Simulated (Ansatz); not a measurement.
CsI (CsCl type)

```
CELL_PARAMETERS angstrom
      9.01499     0.00000     0.00000
      0.00000     4.50750     0.00000
      0.00000     0.00000     4.50750
ATOMIC_POSITIONS crystal
  Cs 0.00000 0.00000 0.00000
  Cs 0.50000 0.00000 0.00000
  I  0.25000 0.50000 0.50000
  I  0.75000 0.50000 0.50000
```

Scan: atom 3 (I, nearest neighbour Cs at 3.904 Å; its periodic images, 4.5 Å or more away, move with it) is displaced along Cartesian x, direction (1.000, 0.000, 0.000) in Cartesian axes, by s. The other atoms stay.

The numbers are results of PBEsol (plane waves to 420 eV, PAW, scalar-relativistic; Ansatz, a quantum-chemistry and plane-wave program), not measurements. k mesh 3×6×6 (Γ-centred), Fermi-Dirac smearing 0.05 eV. Energies are smeared free energies. CsI was relaxed with its symmetry unable to fall. Spin-orbit coupling is left out, though I is heavy. ΔE is measured from the undisplaced structure.

```json
[
 {"s (Å)": "-0.780", "ΔE (meV/cell)": "473"},
 {"s (Å)": "-0.624", "ΔE (meV/cell)": "296"},
 {"s (Å)": "-0.468", "ΔE (meV/cell)": "withheld"},
 {"s (Å)": "-0.312", "ΔE (meV/cell)": "72"},
 {"s (Å)": "-0.156", "ΔE (meV/cell)": "18"},
 {"s (Å)": "0.000", "ΔE (meV/cell)": "0"},
 {"s (Å)": "0.156", "ΔE (meV/cell)": "18"},
 {"s (Å)": "0.312", "ΔE (meV/cell)": "72"},
 {"s (Å)": "0.468", "ΔE (meV/cell)": "withheld"},
 {"s (Å)": "0.624", "ΔE (meV/cell)": "296"},
 {"s (Å)": "0.780", "ΔE (meV/cell)": "473"}
]
```

### Question
Fit an even polynomial form (powers 2, 4) to the given rows and predict ΔE at s = 0.468.

### Answer
Least squares on the 9 given rows: ΔE = (730.5)·s² + (77.02)·s⁴, in meV/cell with s in Å; root-mean-square residual 0.1 meV/cell. At 0.468 the fit gives 164 meV/cell; the calculation gives 164 meV/cell, the same to the digits shown. The quadratic term alone would give 160 meV/cell.

(For displaced atoms, the force is minus the slope of the energy, and its curvature is a force constant, which sets phonon frequencies.)
